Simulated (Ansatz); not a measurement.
Ansatz (a first-principles code) input:

Ansatz 0.2 input:
```yaml
crystal:
  lattice:
    - [4.4257161666, 0.0, 0.0]
    - [0.0, 4.4257161666, 0.0]
    - [0.0, 0.0, 3.0742105161]
  atoms:
    - { symbol: Ru, position: [0.0, 0.0, 0.0] }
    - { symbol: Ru, position: [0.5, 0.5, 0.5] }
    - { symbol: O, position: [0.3063912017, 0.3063912017, 0.0] }
    - { symbol: O, position: [0.1936087983, 0.8063912017, 0.5] }
    - { symbol: O, position: [0.6936087983, 0.6936087983, 0.0] }
    - { symbol: O, position: [0.8063912017, 0.1936087983, 0.5] }
kpoints:
  mp_grid: { grid: [16, 16, 23] }
hamiltonian:
  xc: lda
  pseudopotentials: { kind: paw }
scf:
  occupations: { method: fermi_dirac, width: 0.1 }
elastic: { mode: relaxed_ion, stencil: two_point, amplitude: 0.005, f_tol: 0.0005 }
```

Output (shortened):

```
Pseudopotential: Ru, paw, valence charge 16
Pseudopotential: O, paw, valence charge 6
Functional definition: SPW92
Crystal: 6 atoms, lattice volume = 60.214 Å³
Basis set: ecut = 420 eV, 1187 PW (Γ)
Bands: 34, of which v1, the nominal top of the filled ones, is band 28 counted from 1 (27 counted from 0)
Symmetry: 16 space group operations
Space group: P42/mnm (ITA 136), of the structure as read, at distance tolerance 3.9e-5 Å
k-points: 540 of 5888
SCF 1 converged in 10 iterations: F = -13734.390743 eV  dr2 = 1.22e-14
relax step   1: F+E_penalty+E_count = -13734.39074268 eV  Δ(F+E_penalty+E_count) = +0.000e0 eV  max|allowed force component| = 2.367e-3 eV/Å  Δτ_max = 0.0000 Å  (10 SCF iters, accepted)
Crystal: 6 atoms, lattice volume = 60.214 Å³
SCF 2 converged in 8 iterations: F = -13734.390743 eV  dr2 = 9.27e-16
relax step   2: F+E_penalty+E_count = -13734.39074332 eV  Δ(F+E_penalty+E_count) = -6.393e-7 eV  max|allowed force component| = 1.261e-3 eV/Å  Δτ_max = 0.0001 Å  (8 SCF iters, accepted)
Crystal: 6 atoms, lattice volume = 60.214 Å³
SCF 3 converged in 5 iterations: F = -13734.390744 eV  dr2 = 7.09e-14
relax step   3: F+E_penalty+E_count = -13734.39074357 eV  Δ(F+E_penalty+E_count) = -2.536e-7 eV  max|allowed force component| = 3.209e-8 eV/Å  Δτ_max = 0.0001 Å  (5 SCF iters, accepted)
Crystal: 6 atoms, lattice volume = 60.214 Å³
SCF 4 converged in 9 iterations: F = -13734.390744 eV  dr2 = 5.53e-14
Crystal: 6 atoms, lattice volume = 59.913 Å³
Basis set: ecut = 420 eV, 1183 PW (Γ)
Symmetry: 8 space group operations
k-points: 972 of 5888
SCF 5 converged in 10 iterations: F = -13734.388468 eV  dr2 = 7.63e-14
relax step   1: F+E_penalty+E_count = -13734.38846832 eV  Δ(F+E_penalty+E_count) = +0.000e0 eV  max|allowed force component| = 2.259e-2 eV/Å  Δτ_max = 0.0000 Å  (10 SCF iters, accepted)
Crystal: 6 atoms, lattice volume = 59.913 Å³
SCF 6 converged in 7 iterations: F = -13734.388570 eV  dr2 = 4.48e-14
relax step   2: F+E_penalty+E_count = -13734.38857049 eV  Δ(F+E_penalty+E_count) = -1.022e-4 eV  max|allowed force component| = 4.734e-3 eV/Å  Δτ_max = 0.0022 Å  (7 SCF iters, accepted)
Crystal: 6 atoms, lattice volume = 59.913 Å³
SCF 7 converged in 7 iterations: F = -13734.388609 eV  dr2 = 5.46e-14
relax step   3: F+E_penalty+E_count = -13734.38860858 eV  Δ(F+E_penalty+E_count) = -3.809e-5 eV  max|allowed force component| = 2.124e-3 eV/Å  Δτ_max = 0.0028 Å  (7 SCF iters, accepted)
Crystal: 6 atoms, lattice volume = 59.913 Å³
SCF 8 converged in 6 iterations: F = -13734.388610 eV  dr2 = 6.52e-14
relax step   4: F+E_penalty+E_count = -13734.38860983 eV  Δ(F+E_penalty+E_count) = -1.245e-6 eV  max|allowed force component| = 9.297e-5 eV/Å  Δτ_max = 0.0005 Å  (6 SCF iters, accepted)
Crystal: 6 atoms, lattice volume = 59.913 Å³
SCF 9 converged in 2 iterations: F = -13734.388610 eV  dr2 = 3.21e-14
Crystal: 6 atoms, lattice volume = 60.516 Å³
Basis set: ecut = 420 eV, 1195 PW (Γ)
SCF 10 converged in 10 iterations: F = -13734.389609 eV  dr2 = 4.93e-14
relax step   1: F+E_penalty+E_count = -13734.38960928 eV  Δ(F+E_penalty+E_count) = +0.000e0 eV  max|allowed force component| = 2.092e-2 eV/Å  Δτ_max = 0.0000 Å  (10 SCF iters, accepted)
Crystal: 6 atoms, lattice volume = 60.516 Å³
SCF 11 converged in 8 iterations: F = -13734.389732 eV  dr2 = 7.84e-15
relax step   2: F+E_penalty+E_count = -13734.38973210 eV  Δ(F+E_penalty+E_count) = -1.228e-4 eV  max|allowed force component| = 1.603e-3 eV/Å  Δτ_max = 0.0051 Å  (8 SCF iters, accepted)
Crystal: 6 atoms, lattice volume = 60.516 Å³
SCF 12 converged in 6 iterations: F = -13734.389733 eV  dr2 = 3.18e-14
relax step   3: F+E_penalty+E_count = -13734.38973262 eV  Δ(F+E_penalty+E_count) = -5.228e-7 eV  max|allowed force component| = 2.040e-5 eV/Å  Δτ_max = 0.0003 Å  (6 SCF iters, accepted)
Crystal: 6 atoms, lattice volume = 60.516 Å³
SCF 13 converged in 2 iterations: F = -13734.389733 eV  dr2 = 1.78e-14
Crystal: 6 atoms, lattice volume = 59.913 Å³
Basis set: ecut = 420 eV, 1179 PW (Γ)
SCF 14 converged in 10 iterations: F = -13734.387697 eV  dr2 = 1.87e-14
relax step   1: F+E_penalty+E_count = -13734.38769724 eV  Δ(F+E_penalty+E_count) = +0.000e0 eV  max|allowed force component| = 4.952e-2 eV/Å  Δτ_max = 0.0000 Å  (10 SCF iters, accepted)
Crystal: 6 atoms, lattice volume = 59.913 Å³
SCF 15 converged in 8 iterations: F = -13734.388082 eV  dr2 = 3.18e-15
relax step   2: F+E_penalty+E_count = -13734.38808160 eV  Δ(F+E_penalty+E_count) = -3.844e-4 eV  max|allowed force component| = 8.268e-4 eV/Å  Δτ_max = 0.0028 Å  (8 SCF iters, accepted)
Crystal: 6 atoms, lattice volume = 59.913 Å³
SCF 16 converged in 5 iterations: F = -13734.388082 eV  dr2 = 3.37e-14
relax step   3: F+E_penalty+E_count = -13734.38808171 eV  Δ(F+E_penalty+E_count) = -1.071e-7 eV  max|allowed force component| = 7.756e-8 eV/Å  Δτ_max = 0.0000 Å  (5 SCF iters, accepted)
Crystal: 6 atoms, lattice volume = 59.913 Å³
SCF 17 converged in 2 iterations: F = -13734.388082 eV  dr2 = 8.18e-15
Crystal: 6 atoms, lattice volume = 60.516 Å³
SCF 18 converged in 10 iterations: F = -13734.387303 eV  dr2 = 2.04e-14
relax step   1: F+E_penalty+E_count = -13734.38730263 eV  Δ(F+E_penalty+E_count) = +0.000e0 eV  max|allowed force component| = 4.536e-2 eV/Å  Δτ_max = 0.0000 Å  (10 SCF iters, accepted)
Crystal: 6 atoms, lattice volume = 60.516 Å³
SCF 19 converged in 7 iterations: F = -13734.387636 eV  dr2 = 2.18e-14
relax step   2: F+E_penalty+E_count = -13734.38763562 eV  Δ(F+E_penalty+E_count) = -3.330e-4 eV  max|allowed force component| = 1.485e-3 eV/Å  Δτ_max = 0.0025 Å  (7 SCF iters, accepted)
Crystal: 6 atoms, lattice volume = 60.516 Å³
SCF 20 converged in 5 iterations: F = -13734.387636 eV  dr2 = 8.28e-14
relax step   3: F+E_penalty+E_count = -13734.38763598 eV  Δ(F+E_penalty+E_count) = -3.574e-7 eV  max|allowed force component| = 1.859e-8 eV/Å  Δτ_max = 0.0001 Å  (5 SCF iters, accepted)
Crystal: 6 atoms, lattice volume = 60.516 Å³
SCF 21 converged in 2 iterations: F = -13734.387636 eV  dr2 = 1.92e-14
Crystal: 6 atoms, lattice volume = 60.214 Å³
Basis set: ecut = 420 eV, 1185 PW (Γ)
Symmetry: 4 space group operations
k-points: 1665 of 5888
SCF 22 converged in 10 iterations: F = -13734.389917 eV  dr2 = 6.80e-15
relax step   1: F+E_penalty+E_count = -13734.38991699 eV  Δ(F+E_penalty+E_count) = +0.000e0 eV  max|allowed force component| = 4.710e-2 eV/Å  Δτ_max = 0.0000 Å  (10 SCF iters, accepted)
Crystal: 6 atoms, lattice volume = 60.214 Å³
SCF 23 converged in 7 iterations: F = -13734.390186 eV  dr2 = 3.03e-14
relax step   2: F+E_penalty+E_count = -13734.39018596 eV  Δ(F+E_penalty+E_count) = -2.690e-4 eV  max|allowed force component| = 3.139e-3 eV/Å  Δτ_max = 0.0027 Å  (7 SCF iters, accepted)
Crystal: 6 atoms, lattice volume = 60.214 Å³
SCF 24 converged in 6 iterations: F = -13734.390187 eV  dr2 = 3.42e-14
relax step   3: F+E_penalty+E_count = -13734.39018718 eV  Δ(F+E_penalty+E_count) = -1.212e-6 eV  max|allowed force component| = 9.766e-6 eV/Å  Δτ_max = 0.0002 Å  (6 SCF iters, accepted)
Crystal: 6 atoms, lattice volume = 60.214 Å³
SCF 25 converged in 2 iterations: F = -13734.390187 eV  dr2 = 2.87e-14
Crystal: 6 atoms, lattice volume = 60.214 Å³
SCF 26 converged in 10 iterations: F = -13734.389917 eV  dr2 = 6.82e-15
relax step   1: F+E_penalty+E_count = -13734.38991699 eV  Δ(F+E_penalty+E_count) = +0.000e0 eV  max|allowed force component| = 4.710e-2 eV/Å  Δτ_max = 0.0000 Å  (10 SCF iters, accepted)
Crystal: 6 atoms, lattice volume = 60.214 Å³
SCF 27 converged in 7 iterations: F = -13734.390187 eV  dr2 = 3.48e-14
relax step   2: F+E_penalty+E_count = -13734.39018714 eV  Δ(F+E_penalty+E_count) = -2.701e-4 eV  max|allowed force component| = 4.818e-4 eV/Å  Δτ_max = 0.0029 Å  (7 SCF iters, accepted)
Crystal: 6 atoms, lattice volume = 60.214 Å³
SCF 28 converged in 2 iterations: F = -13734.390187 eV  dr2 = 1.59e-14
Crystal: 6 atoms, lattice volume = 60.214 Å³
k-points: 876 of 5888
SCF 29 converged in 10 iterations: F = -13734.389504 eV  dr2 = 9.64e-14
relax step   1: F+E_penalty+E_count = -13734.38950426 eV  Δ(F+E_penalty+E_count) = +0.000e0 eV  max|allowed force component| = 1.785e-2 eV/Å  Δτ_max = 0.0000 Å  (10 SCF iters, accepted)
Crystal: 6 atoms, lattice volume = 60.214 Å³
SCF 30 converged in 9 iterations: F = -13734.389540 eV  dr2 = 1.73e-14
relax step   2: F+E_penalty+E_count = -13734.38954003 eV  Δ(F+E_penalty+E_count) = -3.577e-5 eV  max|allowed force component| = 4.279e-3 eV/Å  Δτ_max = 0.0010 Å  (9 SCF iters, accepted)
Crystal: 6 atoms, lattice volume = 60.214 Å³
SCF 31 converged in 8 iterations: F = -13734.389542 eV  dr2 = 4.59e-14
relax step   3: F+E_penalty+E_count = -13734.38954194 eV  Δ(F+E_penalty+E_count) = -1.913e-6 eV  max|allowed force component| = 4.738e-7 eV/Å  Δτ_max = 0.0002 Å  (8 SCF iters, accepted)
Crystal: 6 atoms, lattice volume = 60.214 Å³
SCF 32 converged in 2 iterations: F = -13734.389542 eV  dr2 = 4.31e-15
Crystal: 6 atoms, lattice volume = 60.214 Å³
SCF 33 converged in 10 iterations: F = -13734.389504 eV  dr2 = 7.16e-14
relax step   1: F+E_penalty+E_count = -13734.38950426 eV  Δ(F+E_penalty+E_count) = +0.000e0 eV  max|allowed force component| = 1.785e-2 eV/Å  Δτ_max = 0.0000 Å  (10 SCF iters, accepted)
Crystal: 6 atoms, lattice volume = 60.214 Å³
SCF 34 converged in 9 iterations: F = -13734.389542 eV  dr2 = 8.33e-15
relax step   2: F+E_penalty+E_count = -13734.38954188 eV  Δ(F+E_penalty+E_count) = -3.762e-5 eV  max|allowed force component| = 6.747e-4 eV/Å  Δτ_max = 0.0008 Å  (9 SCF iters, accepted)
Crystal: 6 atoms, lattice volume = 60.214 Å³
SCF 35 converged in 5 iterations: F = -13734.389542 eV  dr2 = 2.34e-14
relax step   3: F+E_penalty+E_count = -13734.38954194 eV  Δ(F+E_penalty+E_count) = -6.450e-8 eV  max|allowed force component| = 3.862e-6 eV/Å  Δτ_max = 0.0000 Å  (5 SCF iters, accepted)
Crystal: 6 atoms, lattice volume = 60.214 Å³
SCF 36 converged in 2 iterations: F = -13734.389542 eV  dr2 = 3.33e-15
SCF converged after 9 iterations
Stability not checked: this state was not tested for a lower state beside it, because too few of the mixer's solves of this state at the end of the SCF gave a …
Free energy (F): -13734.390744 eV
Harris-Foulkes:  -13734.390744 eV  (|F-HF|=1.82e-12)
Internal energy: -13734.276189 eV  (E = F + TS)
E sigma→0 (E₀):  -13734.333466 eV
Entropy (-TS):   -0.114554 eV (-19.092 meV/atom)
Fermi energy:    13.580815 eV
--- Per-component energies (eV) ---
  E_band       = -347.353874
  E_kinetic    = 1719.332704
  E_local      = -4647.721080  (includes V_loc(G=0)·N_el)
  E_nonlocal   = 898.144939
  E_hartree    = 1560.596013
  E_xc         = -664.193228
  E_vxc        = -844.362380  (∫ρ·V_xc dr)
  E_paw        = -7269.891632  (= ΣΔE_a)
  E_vpaw       = -593.949453  (= ΣTr[D̂ρ^β])
  E_aug_tail   = 0.009377  (compensation charges beyond the density's cutoff)
  E_ewald      = -5332.084338
  E_core_change = 1.531056  (= ΣΔE_core)
  E_smearing   = -0.114554  (= −TS)
  E_closure    = 0.000000  (closes the sum)
  Σ components = -13734.390744   (vs F -13734.390744, Δ=0.00e0)
--- Forces (eV/Å), atoms counted from 1 ---
  atom   1  Ru     0.00000000     0.00000000     0.00000000
  atom   2  Ru     0.00000000     0.00000000     0.00000000
  atom   3  O      0.00000001     0.00000001     0.00000000
  atom   4  O     -0.00000001     0.00000001     0.00000000
  atom   5  O     -0.00000001    -0.00000001     0.00000000
  atom   6  O      0.00000001    -0.00000001     0.00000000
  max |Σ_I F_I| component: 6.94e-18 eV/Å
--- Stress (GPa, compression-positive) ---
        0.300444       0.000000       0.000000
        0.000000       0.300444       0.000000
        0.000000       0.000000      -0.123007
  P = ⅓ Tr σ = 0.1593 GPa (1.593 kbar)
--- Band table (eV; the first three rows and the last of 540) ---
  k-point 0: bands = ["-59.8551", "-59.8462", "-30.1968", "-30.1968", "-29.7909", "-29.7726", "-29.7726", "-29.7594", "-6.8203", "-5.6763", "-4.5187", "-4.5187", "4.5917", "4.7354", "5.8152", "6.2905", "6.2905", "9.0321", "9.0821", "9.0821", "10.5799", …
  k-point 1: bands = ["-59.8548", "-59.8460", "-30.1964", "-30.1964", "-29.7948", "-29.7720", "-29.7720", "-29.7636", "-6.8011", "-5.6649", "-4.5313", "-4.5313", "4.6124", "4.7630", "5.8362", "6.2987", "6.2987", "8.9656", "9.1043", "9.1043", "10.4536", …
  k-point 2: bands = ["-59.8540", "-59.8454", "-30.1953", "-30.1953", "-29.8063", "-29.7761", "-29.7703", "-29.7703", "-6.7442", "-5.6319", "-4.5678", "-4.5678", "4.6733", "4.8443", "5.8986", "6.3232", "6.3232", "8.7788", "9.1671", "9.1671", "10.1510", …
  k-point 539: bands = ["-59.8377", "-59.8377", "-30.1789", "-30.1789", "-29.9905", "-29.9905", "-29.7416", "-29.7416", "-5.2803", "-5.2803", "-5.2339", "-5.2339", "6.0432", "6.0432", "6.2617", "6.2617", "6.9620", "6.9620", "8.5095", "8.5095", "9.6621", …
--- Elastic constants: 4 strain directions × 2 members + reference (group order 16) ---
  dense FFT box of the reference and of every strained cell: 30×30×24
  strains applied: 11, 33, 23, 12; error gains …
  reference relaxed by the batch: 3 steps …
  largest displacement 1.3e-4 Å; the constants are those of the deck's cell at these positions:
  atoms:
    - { symbol: Ru, position: [0.0, 0.0, 0.0] }
    - { symbol: Ru, position: [0.49999999999999994, 0.49999999999999994, 0.5] }
    - { symbol: O, position: [0.3064125103013641, 0.3064125103013641, 0.0] }
    - { symbol: O, position: [0.1935874896986358, 0.8064125103013642, 0.5] }
    - { symbol: O, position: [0.6935874896986357, 0.6935874896986357, 0.0] }
    - { symbol: O, position: [0.8064125103013642, 0.1935874896986358, 0.5] }
  C = ∂σ_k/∂η_j (tension-positive GPa; Voigt order 11 22 33 23 13 12):
       331.829    292.897    239.023      0.000      0.000      0.000
       292.897    331.829    239.023      0.000      0.000      0.000
       238.429    238.429    613.481      0.000      0.000      0.000
         0.000      0.000      0.000    118.239      0.000      0.000
         0.000      0.000      0.000      0.000    118.239      0.000
         0.000      0.000      0.000      0.000      0.000    252.723
  reference stress σ⁰ (GPa):     -0.300     -0.300      0.123      0.000      0.000      0.000
  moduli (Voigt/Reuss/Hill, GPa): K = 313.09/300.27/306.68   G = 131.63/63.12/97.37   E = 264.16   ν = 0.356
  mechanically stable: yes (min eigenvalue of sym C = 38.93 GPa)
  strain η (Voigt 11):  stress-route row diagonal C_11 = 331.83 GPa, energy-path curvature d²(F+E_count+ΔE)/dδ²/Ω₀ = 331.91 GPa
         δ    σ_11 (GPa)             F (eV)   n_scf  n_hpsi   n_pw
    -5.000e-3      -1.9614      -13734.3886098       2  270502   1198   relax 4 steps, max|allowed force component| 9.30e-5 eV/Å
     5.000e-3       1.3569      -13734.3897326       2  267680   1222   relax 3 steps, max|allowed force component| 2.04e-5 eV/Å
  strain η (Voigt 33):  stress-route row diagonal C_33 = 613.48 GPa, energy-path curvature d²(F+E_count+ΔE)/dδ²/Ω₀ = 613.55 GPa
         δ    σ_33 (GPa)             F (eV)   n_scf  n_hpsi   n_pw
    -5.000e-3      -2.9597      -13734.3880817       2  147257   1201   relax 3 steps, max|allowed force component| 7.76e-8 eV/Å
     5.000e-3       3.1751      -13734.3876360       2  149061   1214   relax 3 steps, max|allowed force component| 1.86e-8 eV/Å
  strain η (Voigt 23):  stress-route row diagonal C_44 = 118.24 GPa, energy-path curvature d²(F+E_count+ΔE)/dδ²/Ω₀ = 118.29 GPa
         δ    σ_23 (GPa)             F (eV)   n_scf  n_hpsi   n_pw
    -5.000e-3      -0.5912      -13734.3901872       2  459651   1210   relax 3 steps, max|allowed force component| 9.77e-6 eV/Å
     5.000e-3       0.5912      -13734.3901871       2  458634   1210   relax 2 steps, max|allowed force component| 4.82e-4 eV/Å
  strain η (Voigt 12):  stress-route row diagonal C_66 = 252.72 GPa, energy-path curvature d²(F+E_count+ΔE)/dδ²/Ω₀ = 252.89 GPa
         δ    σ_12 (GPa)             F (eV)   n_scf  n_hpsi   n_pw
    -5.000e-3      -1.2636      -13734.3895419       2  238211   1210   relax 3 steps, max|allowed force component| 4.74e-7 eV/Å
     5.000e-3       1.2636      -13734.3895419       2  238680   1210   relax 3 steps, max|allowed force component| 3.86e-6 eV/Å
```

Cost: very roughly 30 core-minutes on shared cores.

Space group P4_2/mnm (rutile). Symmetry was held in the LDA relaxation; of distortions, only those at the zone centre were tested. The run is not spin-polarised. As this level gives no gap, shear constants depend on the k-mesh and smearing (Fermi–Dirac, 0.1 eV here). On the denser mesh and wider smearing of the elastic run this cell carries a stress of 0.3 GPa. Scalar-relativistic: spin–orbit coupling is off unless named, which matters more the heavier the elements.

Potentials: the later of the program's two PAW sets.

Ansatz is a plane-wave DFT program.
